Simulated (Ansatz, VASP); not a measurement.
**KI in VASP and in Ansatz**

INCAR

```
SYSTEM = KI
PREC     = Accurate       ! precision mode
ENCUT    = 520            ! plane-wave cutoff, eV
EDIFF    = 1E-7           ! SCF threshold, eV
ISMEAR   = 0              ! smearing method
SIGMA    = 0.05           ! smearing width, eV
LREAL    = .FALSE.        ! projectors in reciprocal space
LASPH    = .TRUE.         ! aspherical terms in the spheres
NELM     = 100            ! most SCF steps
ALGO     = Normal         ! electronic algorithm
ISIF     = 2              ! what is computed and relaxed
LWAVE    = .FALSE.        ! write WAVECAR
LCHARG   = .FALSE.        ! write CHGCAR
GGA      = PE             ! functional
NBANDS   = 15             ! bands
```

KPOINTS

```
Automatic mesh
0
G
  6 6 6
  0 0 0
```

File POSCAR:

```
KI
1.0
    0.0000000000      3.6655320000      3.2425860000
    3.6655320000      0.0000000000      3.2425860000
    3.6655320000      3.6655320000      0.0000000000
K I
1 1
Direct
    0.0000000000      0.0000000000      0.0000000000
    0.5000000000      0.5000000000      0.5000000000
```

Input for Ansatz:

```yaml
crystal:
  lattice:
    - [0.0, 3.665532, 3.242586]
    - [3.665532, 0.0, 3.242586]
    - [3.665532, 3.665532, 0.0]
  atoms:
    - { symbol: K, position: [0.0, 0.0, 0.0] }
    - { symbol: I, position: [0.5, 0.5, 0.5] }
basis:
  ecutwfc: 420
kpoints:
  mp_grid: { grid: [6, 6, 6] }
hamiltonian:
  xc: pbe
scf:
  occupations: { method: gaussian, width: 0.05 }
output:
  forces: true
  stress: true
  eigenvalues: true
```

Change from the starting cell: strain +0.040 along x and y, -0.080 along z, atoms carried along.

Alike in both runs: task single point; functional PBE; k mesh 6 × 6 × 6; occupations gaussian, width 0.05 eV; no spin polarisation.

|  | VASP | Ansatz |
| --- | --- | --- |
| version | VASP 6.6.1 | Ansatz 0.2.0 |
| potentials or method | VASP PAW PBE potentials, release 64 (K_sv, I) | scalar-relativistic, plane waves, PAW |
| plane-wave cutoff (eV) | 520 | 420 |
| valence electrons in the cell | 16 | 26 |

Ansatz gave:

| Property | Result |
| --- | --- |
| gap on the k mesh at the Fermi level (eV) | 3.92 |
| least direct gap on the mesh (eV) | 3.92 |
| pressure (GPa) | 1.4 |
| largest component of the traceless stress (GPa) | 3.05 |

**Question.** Which values does VASP return?

**Answer.** gap on the k mesh at the Fermi level (eV): 3.92; least direct gap on the mesh (eV): 3.92; pressure (GPa): 1.4; largest component of the traceless stress (GPa): 3.08.

With one functional, cell and mesh, what is left measures potentials, basis and numerics. The two sets of potentials don't hold the same shells in valence.

Caveats: spin-orbit coupling is left out, which moves the levels of the heavy elements.
